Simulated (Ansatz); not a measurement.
Input and command of a calculation in Ansatz (plane waves; scalar-relativistic PAW potentials unless the input names others):

```yaml
crystal:
  lattice:
    - [2.5439665232, 0.0, 0.0]
    - [-1.2719832616, 2.2031396355, 0.0]
    - [0.0, 0.0, 4.2077449317]
  atoms:
    - { symbol: B, position: [0.6666666667, 0.3333333333, 0.8572053962] }
    - { symbol: B, position: [0.3333333333, 0.6666666667, 0.4997995909] }
    - { symbol: "N", position: [0.6666666667, 0.3333333333, 0.6252004091] }
    - { symbol: "N", position: [0.3333333333, 0.6666666667, 0.1252004091] }
basis:
  ecutwfc: 500
kpoints:
  mp_grid: { grid: [12, 12, 6] }
hamiltonian:
  xc: r2scan
scf:
  occupations: { method: gaussian, width: 0.05 }
  n_extra_bands: 16
  algorithm: density_mixing
output:
  forces: true
  eigenvalues: true
  stress: true
```

```bash
ansatz run input.yaml --threads 1 --pin off --max-ram 2560MiB --backend cpu --events-out ev --progress --plain --runs-dir out
```

Abridged log:
```
Basis set: ecut = 500 eV, 591 PW (Γ), exchange–correlation on 80×80×128 points (64 copies of the dense FFT grid, shifted against one another)
Bands: 24, of which v1, the nominal top of the filled ones, is band 8 counted from 1 (7 counted from 0)
Symmetry: 6 space group operations
k-points: 100 of 864 (time reversal used)
SCF iter   1: F=—  HF=-1073.689999 eV  |F-HF|=—  |Δ(HF+E_count)|=         —  Δρ=4.28e-2  dr2=6.63e-1  dr2_τ=1.36e0  ethr=1.77e-3  ⟨swp⟩=6.2  Hψ=11792  notcnv=0  defer=487
SCF iter   2: F=—  HF=-1073.783461 eV  |F-HF|=—  |Δ(HF+E_count)|=   9.35e-2  Δρ=4.45e-2  dr2=5.69e-1  dr2_τ=7.82e-2  ethr=1.77e-3  ⟨swp⟩=3.2  Hψ=4731  notcnv=0  defer=889
SCF iter   3: F=—  HF=-1073.677512 eV  |F-HF|=—  |Δ(HF+E_count)|=   1.06e-1  Δρ=1.12e-2  dr2=1.52e-2  dr2_τ=1.04e-3  ethr=1.77e-3  ⟨swp⟩=2.5  Hψ=3004  notcnv=0  defer=890
SCF iter   4: F=—  HF=-1073.679810 eV  |F-HF|=—  |Δ(HF+E_count)|=   2.30e-3  Δρ=2.97e-3  dr2=2.31e-3  dr2_τ=1.59e-4  ethr=9.49e-5  ⟨swp⟩=2.4  Hψ=3274  notcnv=0  defer=893
SCF iter   5: F=—  HF=-1073.679683 eV  |F-HF|=—  |Δ(HF+E_count)|=   1.27e-4  Δρ=9.80e-4  dr2=2.92e-4  dr2_τ=1.76e-5  ethr=1.44e-5  ⟨swp⟩=1.5  Hψ=1640  notcnv=0  defer=893
SCF iter   6: F=—  HF=-1073.679681 eV  |F-HF|=—  |Δ(HF+E_count)|=   1.62e-6  Δρ=2.80e-4  dr2=1.02e-5  dr2_τ=1.26e-6  ethr=1.82e-6  ⟨swp⟩=2.3  Hψ=2030  notcnv=0  defer=893
SCF iter   7: F=—  HF=-1073.679685 eV  |F-HF|=—  |Δ(HF+E_count)|=   4.11e-6  Δρ=7.96e-5  dr2=8.45e-7  dr2_τ=1.21e-7  ethr=6.34e-8  ⟨swp⟩=2.4  Hψ=2519  notcnv=0  defer=893
SCF iter   8: F=-1073.679685 eV  HF=-1073.679685 eV  |F-HF|=4.09e-9  |Δ(HF+E_count)|=   6.36e-8  Δρ=2.39e-5  dr2=7.02e-8  dr2_τ=5.38e-9  ethr=6.25e-10  ⟨swp⟩=10.2  Hψ=14156  notcnv=0
SCF 1 converged in 8 iterations: F = -1073.679685 eV  dr2 = 7.02e-8
SCF converged after 8 iterations
Free energy (F): -1073.679685 eV
Harris-Foulkes:  -1073.679685 eV  (|F-HF|=4.09e-9)
Internal energy: -1073.679424 eV  (E = F + TS)
E sigma→0 (E₀):  -1073.679554 eV
Entropy (-TS):   -0.000262 eV (-0.065 meV/atom)
Fermi energy:    14.353652 eV
--- Forces (eV/Å), atoms counted from 1 ---
  atom   1  B      0.00000000     0.00000000    74.42881513
  atom   2  B      0.00000000     0.00000000    -9.06094975
  atom   3  N      0.00000000     0.00000000   -60.47641294
  atom   4  N      0.00000000     0.00000000    -4.89103150
--- Stress (GPa, compression-positive) ---
       35.214093       0.000000       0.000000
        0.000000      35.214093       0.000000
        0.000000       0.000000     332.937296
  P = ⅓ Tr σ = 134.4552 GPa (1344.552 kbar)
```

Apart from outputs, the input differs from a reference run on usual settings in scf.n_extra_bands: not typed → 16; scf.algorithm: not typed → "density_mixing". The reference, at the same geometry (not necessarily relaxed), gave pressure 134.46 GPa, largest force 74.429 eV/Å, no gap on the mesh. This run converged in 8 SCF iterations (reference: 8) with an energy at zero smearing within 0.01 meV/atom of the reference's, pressure 134.46 GPa, largest force 74.429 eV/Å, no gap on the mesh.

Time: 11 s on 1 thread of Arm Neoverse V2 (shared host), peak memory 0.39 GiB.